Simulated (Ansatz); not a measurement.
## Compressing AlRu: a fit and a missing row

AlRu, Pm-3m, a = 3.004 Å. The structure is a COD entry; whether it is the stable form wasn't checked. Ansatz: PBE, PAW, 420 eV, Γ-centred 14×14×14 mesh on 2 atoms, Gaussian smearing 0.10 eV; no spin polarisation. Symmetry fixes shape and atoms, so the cell is only scaled; pressure is positive in compression.

```
V (Å³/atom) P (GPa)
     11.929    34.38
     12.335    23.57
     12.742        ?
     13.149     6.61
     13.555    -0.01
     13.962    -5.64
     14.369   -10.42
     14.911   -15.69
```

Take V0 = 13.555 Å³/atom, count pressures from its P0 = -0.01 GPa, fit the third-order Birch–Murnaghan form to the other rows, and predict the missing pressure.

With the Eulerian strain f = ½[(V0/V)^(2/3) − 1] and y = (P − P0)/[3f(1 + 2f)^(5/2)], the form is the line y = B0 + 1.5 B0 (B0′ − 4) f. Rows (f, y): 0.04446, 208.4; 0.03245, 207.0; 0.01024, 204.8; -0.00976, 202.0; -0.01907, 200.5; -0.03079, 199.0. Means f = 0.004588, y = 203.62; Σ(Δf)² = 0.004415, ΣΔfΔy = 0.5519; the slope is their ratio. y = 203.0 + 125.0 f GPa, so B0 = 203.0 GPa and B0′ = 4 + 2 × (125.0)/(3 × 203.0) = 4.41. At V = 12.742, f = 0.02105, y = 205.63 and P = 14.39 GPa. The run gave 14.40 GPa, so the fit is 0.01 GPa too low, within the rms miss on the fitted rows (0.02 GPa).